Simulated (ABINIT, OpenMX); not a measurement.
# One calculation of KBr, 4 ways

```
Br K
1.0
     0.00000    3.30000    3.30000
     3.30000    0.00000    3.30000
     3.30000    3.30000    0.00000
Br K
1 1
Direct
  0.50000 0.50000 0.50000
  0.00000 0.00000 0.00000
```

Alike in all runs: task band structure; functional LDA; k mesh 7 × 7 × 7; occupations fermi-dirac, width 0.05 eV; no spin polarisation; no spin-orbit coupling. LDA stands for any of its common fits. Pressure is positive in compression and, in plane waves, holds the error of the finite cutoff. Gaps are the smaller of the mesh's and the band path's.

| program and potentials | plane-wave cutoff (eV) | notes | band gap (eV) | pressure (GPa) |
| --- | --- | --- | --- | --- |
| OpenMX, OpenMX 2013 LDA set, Br7.0-s3p2d2, K10.0-s3p2d1, grid cutoff 300 Ry | - | atomic basis; 8 valence electrons an atom on average | 4.04 | -1.61 |
| ABINIT, PseudoDojo NC SR LDA v0.4.1 standard | 980 | 8 valence electrons an atom on average | 4.03 | -1.66 |
| ABINIT, JTH PAW LDA v2.0 | 544 | 8 valence electrons an atom on average | 4.03 | -1.59 |
| ABINIT, PseudoDojo NC SR LDA v0.4 stringent | 1034 | 13 valence electrons an atom on average | 4.03 | -1.66 |

The band gap spans 4.03 (ABINIT, JTH PAW LDA v2.0) to 4.04 eV (OpenMX, OpenMX 2013 LDA set, Br7.0-s3p2d2, K10.0-s3p2d1, grid cutoff 300 Ry). The pressure spans -1.66 (ABINIT, PseudoDojo NC SR LDA v0.4.1 standard) to -1.59 GPa (ABINIT, JTH PAW LDA v2.0). Spin-orbit coupling, left out here, moves the band edges of heavy atoms. Rows in atomic bases carry the error of their basis and grid, which can be large.

Differences between rows come from potentials, basis sets and numerical settings, since the functional is the same but for its coding. Runs on potential files found faulty are left out.
